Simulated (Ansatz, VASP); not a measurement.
**Two plane-wave programs on Sb**

```
CELL_PARAMETERS angstrom
3.28746 0.00000 0.00000
-1.64373 2.84702 0.00000
0.00000 0.00000 3.08180
ATOMIC_POSITIONS crystal
Sb 0.00000 0.00000 0.50000
```

Alike in both runs: task relaxation of cell and atoms; functional PBE; k mesh 18 × 18 × 18; occupations gaussian, width 0.1 eV; no spin polarisation.

```csv
,VASP,Ansatz
version,VASP 6.6.1,Ansatz 0.2.0
potentials or method,"VASP PAW PBE potentials, release 64 (Sb)","scalar-relativistic, plane waves, PAW"
plane-wave cutoff (eV),600,420
valence electrons in the cell,5,15
```

Ansatz gave:

```
gap on the k mesh at the Fermi level, each at its own relaxed structure (eV) : none
relaxed volume (Å³/atom)                                                     : 29.17
relaxed cell length with the largest relative difference (Å)                 : 3.283
energy change over the relaxation (meV/atom)                                 : -2
```

Problem. Which values does VASP return?

Solution. gap on the k mesh at the Fermi level, each at its own relaxed structure (eV): none; relaxed volume (Å³/atom): 29.10; relaxed cell length with the largest relative difference (Å): 3.279; energy change over the relaxation (meV/atom): -2.

A gap of «none» marks a metal or a gap that the smearing closes. The two sets of potentials don't hold the same shells in valence.

The runs have no spin-orbit coupling, so splittings on Sb are missing.
